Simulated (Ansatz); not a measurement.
# CrI3: the cost of one run

Method: DFT PBEsol, scalar-relativistic, plane waves, PAW, in Ansatz 0.2.0.

**1. The starting structure**

Symmetry: R-3, No. 148, trigonal system. Conventional cell: a = 6.867 Å, b = 6.867 Å, c = 19.807 Å, α = 90.00°, β = 90.00°, γ = 120.00°. Cr (site symmetry 3) is surrounded by 6 I at 2.73 Å. I (site symmetry 1) is surrounded by 2 Cr at 2.73 Å.

Structure file:

```
Cr I
1.0
     3.43350    1.98233    6.60233
    -3.43350    1.98233    6.60233
     0.00000   -3.96466    6.60233
Cr I
2 6
Direct
  0.33333 0.33333 0.33333
  0.66667 0.66667 0.66667
  0.72900 0.42900 0.07900
  0.07900 0.72900 0.42900
  0.42900 0.07900 0.72900
  0.27100 0.57100 0.92100
  0.92100 0.27100 0.57100
  0.57100 0.92100 0.27100
```

**2. Relaxing cell and atoms: CrI3, total moment held at 6 μB**

File input.yaml:

```yaml
crystal:
  lattice:
    - [3.4335, 1.9823321493, 6.6023333333]
    - [-3.4335, 1.9823321493, 6.6023333333]
    - [0.0, -3.9646642985, 6.6023333333]
  atoms:
    - { symbol: Cr, position: [0.3333333333, 0.3333333333, 0.3333333333], spin: 3.0 }
    - { symbol: Cr, position: [0.6666666667, 0.6666666667, 0.6666666667], spin: 3.0 }
    - { symbol: I, position: [0.729, 0.429, 0.079] }
    - { symbol: I, position: [0.079, 0.729, 0.429] }
    - { symbol: I, position: [0.429, 0.079, 0.729] }
    - { symbol: I, position: [0.271, 0.571, 0.921] }
    - { symbol: I, position: [0.921, 0.271, 0.571] }
    - { symbol: I, position: [0.571, 0.921, 0.271] }
magnetization:
  spin_polarized: true
  initial_magnetization: 6
  spin_locking: { lock_magnetization: hard }
scf:
  occupations: { method: fixed }
output:
  forces: true
  stress: true
  populations: true
  write_density: true
  write_potential: true
  elf: true
  volumetric_format: npy
hamiltonian:
  xc: pbesol
relax:
  f_tol: 0.004
  cell: { stress_tol: 0.03 }
kpoints:
  mp_grid: { grid: [5, 5, 5] }
```

The run is started by

```console
$ ansatz run input.yaml --threads 4 --pin off --max-ram 9216MiB --backend cpu --events-out ev --progress --plain --runs-dir out
```

What time and memory should one allow on 4 threads of Intel Xeon Platinum 8375C at 2.90GHz (Ice Lake), shared host?

About 73 s, with a peak of 1.4 GiB.
